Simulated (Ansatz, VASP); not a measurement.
Two plane-wave programs on CuAu

```
Cu Au
1.0
     2.89203    0.00000    0.00000
     0.00000    2.89203    0.00000
     0.00000    0.00000    3.58760
Cu Au
1 1
Direct
  0.50000 0.50000 0.50000
  0.00000 0.00000 0.00000
```

Alike in both runs: functional PBE; k mesh 14 × 14 × 12; occupations gaussian, width 0.1 eV; no spin polarisation.

Ansatz relaxed the structure, and its values are those at the end. VASP's run is a single point on that final structure, the one shown.

|  | VASP | Ansatz |
| --- | --- | --- |
| version | VASP 6.6.1 | Ansatz 0.2.0 |
| potentials or method | VASP PAW PBE potentials, release 64 (Cu, Au) | scalar-relativistic, plane waves, PAW |
| plane-wave cutoff (eV) | 520 | 420 |
| valence electrons in the cell | 22 | 38 |

|  | VASP | Ansatz | Ansatz less VASP |
| --- | --- | --- | --- |
| gap on the k mesh at the Fermi level (eV) | none | none | - |
| pressure (GPa) | 0.1 | 0.0 | -0.12 |

A gap of «none» marks a metal or a gap that the smearing closes. With one functional, cell and mesh, what is left measures potentials, basis and numerics. The two sets of potentials don't hold the same shells in valence.

Spin-orbit coupling is left out, which matters for the levels of Au.
